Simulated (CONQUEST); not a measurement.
The system is HfO2.

```
Hf O
1.0
     5.00476    0.00000    0.00000
     0.00000    5.03269    0.00000
     0.00000    0.00000    5.21946
Hf O
4 8
Cartesian
  3.6641 3.7182 5.0197
  3.6841 1.2170 2.7781
  1.3584 3.7953 2.4454
  1.3100 1.2622 0.1942
  4.6378 4.4327 3.2763
  4.6598 1.9304 4.5326
  2.6660 2.5159 1.2521
  2.7087 4.9743 1.4413
  2.2802 5.0000 3.9913
  2.2804 2.4541 3.8785
  0.3194 4.3952 0.6482
  0.3641 1.9204 1.8792
```

The cell comes from a database or a generator and needn't be the stable form of this composition.

The cell isn't the ideal one: atoms moved at random, drawn with an rms of 0.05 Å.

Base run:

* Program: CONQUEST 1.3
* Functional: PBE
* Potentials or basis: PseudoDojo NC PBE, DZP, grid cutoff 150 Ha
* k mesh: 4 × 4 × 4
* Occupations: fermi-dirac, width 0.05 eV
* Spin: no spin polarisation

Its results: band gap on the k mesh 4.29 eV, indirect (least direct gap 4.54 eV); pressure 12.5 GPa; largest force 1.326 eV/Å.

Problem. After a change of settings the same cell gave: band gap on the k mesh 4.27 eV, indirect (least direct gap 4.51 eV); pressure 10.0 GPa; largest force 1.389 eV/Å. Which change was it?
A. potentials or basis from PseudoDojo NC PBE, DZP, grid cutoff 150 Ha to PseudoDojo NC PBE, SZ, grid cutoff 150 Ha
B. potentials or basis from PseudoDojo NC PBE, DZP, grid cutoff 150 Ha to PseudoDojo NC PBE, SZP, grid cutoff 150 Ha
C. potentials or basis from PseudoDojo NC PBE, DZP, grid cutoff 150 Ha to PseudoDojo NC PBE, DZ, grid cutoff 150 Ha

Solution. C.

Caveats: spin-orbit coupling is left out, which moves the levels of the heavy elements; the basis of atomic orbitals isn't converged, which shifts pressures, moduli and gaps; the atomic basis is small (some runs).
